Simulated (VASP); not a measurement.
A run of VASP 6.6.1:

Contents of INCAR:

```
SYSTEM = BP
ALGO = Fast ; EDIFF = 1E-7
ENCUT = 520 ; ISIF = 2
ISMEAR = 0 ; LASPH = .True.
LCHARG = .False. ; LREAL = .False.
LWAVE = .False. ; NELM = 80
PREC = Accurate ; SIGMA = 0.02
```

The input KPOINTS:

```
k-points
0
Gamma
  10 10 10
  0 0 0
```

POSCAR

```
BP
1.0
    0.0000000000      2.2690000000      2.2690000000
    2.2690000000      0.0000000000      2.2690000000
    2.2690000000      2.2690000000      0.0000000000
P B
1 1
Direct
    0.7500000000      0.7500000000      0.7500000000
    0.0000000000      0.0000000000      0.0000000000
```

Potentials or basis: VASP PAW LDA potentials, release 64 (P, B).

Command:

```bash
$ cat potpaw_LDA.64/P/POTCAR potpaw_LDA.64/B/POTCAR > POTCAR
$ mpirun -np 1 vasp_std > vasp.out
```

Hardware: 1 thread of Intel(R) Xeon(R) Platinum 8488C (Sapphire Rapids), with other jobs on the host.

Task: How long does it take, and how much memory?

Result: Wall time 4.8 s on 1 thread of Intel(R) Xeon(R) Platinum 8488C (Sapphire Rapids), on a shared host, peak memory 0.12 GiB. Counts: scf iterations 15, k points 47.
